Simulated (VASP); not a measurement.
# Zr: single point with PBE+D3(BJ)

Slab: Zr, a slab with vacuum.

```xyz
4
Lattice="3.1832 0.0000 0.0000 -1.5916 2.7567 0.0000 0.0000 0.0000 21.6727" Properties=species:S:1:pos:R:3 pbc="T T T"
Zr    1.5916    0.9189    7.0000
Zr    0.0000    1.8378    9.5576
Zr    1.5916    0.9189   12.1846
Zr    0.0000    1.8378   14.6388
```

The slab is cut from a database's or a generator's crystal, which needn't be the stable form of the element.

The cell isn't the ideal one: clean slab, lower half held.

* Program: VASP 6.6.1
* Task: single point
* Functional: PBE
* Dispersion: D3(BJ)
* Potentials or basis: VASP PAW PBE potentials, release 64 (Zr_sv)
* Cutoff: 520 eV
* k mesh: 9 × 9 × 1
* Occupations: gaussian, width 0.1 eV
* Spin: no spin polarisation

The largest force is 0.399 eV/Å. The band gap on the k mesh is none (metal or under the smearing width) and the dispersion energy per atom is -0.410 eV.

Forces in eV/Å, atoms in the order of the input:
```
Zr   0.000  0.000  0.393
Zr   0.000  0.000 -0.399
Zr   0.000  0.000  0.007
Zr   0.000  0.000 -0.002
```

Levels at points of the mesh, in eV from the Fermi level:
```csv
k point,band 20,band 21,band 22,band 23,band 24,band 25,band 26,band 27
"(0.00, 0.00, 0.00)",-3.11,-0.26,0.01,0.53,0.65,0.80,0.80,0.89
```

Wall time 2 min on 1 thread of Intel(R) Xeon(R) Platinum 8488C (Sapphire Rapids), on a shared host, peak memory 0.28 GiB.
